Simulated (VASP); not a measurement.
Input of a VASP 6.6.1 run:

Contents of POSCAR:

```
TiCo
2.9861
    1.000003680386      0.000000000000      0.000000000000
    0.000000000000      1.000003680386      0.000000000000
    0.000000000000      0.000000000000      1.000003680386
Co Ti
1 1
Direct
    0.5000000000      0.5000000000      0.5000000000
    0.0000000000      0.0000000000      0.0000000000
```

INCAR.step1

```
SYSTEM = TiCo
PREC = Accurate
ENCUT = 600
EDIFF = 1E-8
ISMEAR = -1
SIGMA = 0.02
LREAL = .False.
LASPH = .True.
NELM = 150
ALGO = Normal
ISIF = 3
LWAVE = .False.
LCHARG = .False.
ISPIN = 2
MAGMOM = 2 1
LORBIT = 11
LMAXMIX = 4
LDAU = .True.
LDAUTYPE = 1
LDAUL = 2 2
LDAUU = 1 5.3
LDAUJ = 1 1
LDAUPRINT = 1
GGA = PS
IVDW = 12
IBRION = 2
NSW = 40
EDIFFG = -0.002
```

File INCAR.step2:

```
SYSTEM = TiCo
PREC = Accurate
ENCUT = 600
EDIFF = 1E-8
ISMEAR = -1
SIGMA = 0.02
LREAL = .False.
LASPH = .True.
NELM = 150
ALGO = Normal
ISIF = 3
LWAVE = .False.
LCHARG = .False.
ISPIN = 2
MAGMOM = 2 1
LORBIT = 11
LMAXMIX = 4
LDAU = .True.
LDAUTYPE = 1
LDAUL = 2 2
LDAUU = 1 5.3
LDAUJ = 1 1
LDAUPRINT = 1
GGA = PS
IVDW = 12
IBRION = 6
NFREE = 2
POTIM = 0.015
NSW = 1
```

KPOINTS

```
Automatic mesh
0
Gamma
  7 7 7
  0 0 0
```

Potentials or basis: VASP PAW PBE potentials, release 54 (Co, Ti_sv).

Launch:

```sh
$ cat potpaw_PBE.54/Co/POTCAR potpaw_PBE.54/Ti_sv/POTCAR > POTCAR
$ cp INCAR.step1 INCAR
$ mpirun -np 1 vasp_std > vasp.out
$ cp CONTCAR POSCAR
$ cp INCAR.step2 INCAR
$ mpirun -np 1 vasp_std > vasp.out
```

**Question.** Estimate the elastic constants C11, C12, C44.

**Answer.** 340, 120, 96 GPa.

**Question.** Estimate the Voigt bulk modulus.

**Answer.** 193 GPa.

**Question.** Estimate the highest phonon frequency at Γ, LO-TO splitting left out.

**Answer.** 264 cm⁻¹.

**Question.** Estimate the site moments.

**Answer.** Co +0.96; Ti -0.08 μB.

Elastic tensor in Voigt notation (GPa, in the Cartesian axes of the cell as first typed):
```
340 120 120   0   0   0
120 340 120   0   0   0
120 120 340   0   0   0
  0   0   0  96   0   0
  0   0   0   0  96   0
  0   0   0   0   0  96
```

Caveat: the PAW data sets were made with another functional, which shifts forces and pressure a little; the U is typed as a test and isn't derived for this compound. The state reached can hang on the start; a lower one may exist.
